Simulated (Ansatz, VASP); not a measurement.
# One calculation of BaS, two programs

```
Ba S
1.0
     0.00000    3.16576    3.16576
     3.16576    0.00000    3.16576
     3.16576    3.16576    0.00000
Ba S
1 1
Direct
  0.00000 0.00000 0.00000
  0.50000 0.50000 0.50000
```

Alike in both runs: functional PBEsol; k mesh 8 × 8 × 8; no spin polarisation.

Ansatz relaxed the structure, and its values are those at the end. VASP's run is a single point on that final structure, the one shown.

|  | VASP | Ansatz |
| --- | --- | --- |
| version | VASP 6.6.1 | Ansatz 0.2.0 |
| potentials or method | VASP PAW PBE potentials, release 64 (Ba_sv, S) | scalar-relativistic, plane waves, PAW |
| plane-wave cutoff (eV) | 520 | 420 |
| occupations | gaussian, width 0.01 eV | fixed |
| valence electrons in the cell | 16 | 16 |

|  | VASP | Ansatz | Ansatz less VASP |
| --- | --- | --- | --- |
| gap on the k mesh at the Fermi level (eV) | 1.93 | 2.04 | +0.105 |
| least direct gap on the mesh (eV) | 2.06 | 2.13 | +0.071 |
| pressure (GPa) | 0.7 | 0.0 | -0.69 |

Caveats: the PAW data sets were made with another functional, which shifts forces and pressure a little (VASP); spin-orbit coupling is left out, which moves the levels of the heavy elements. A k mesh can miss the band edges.
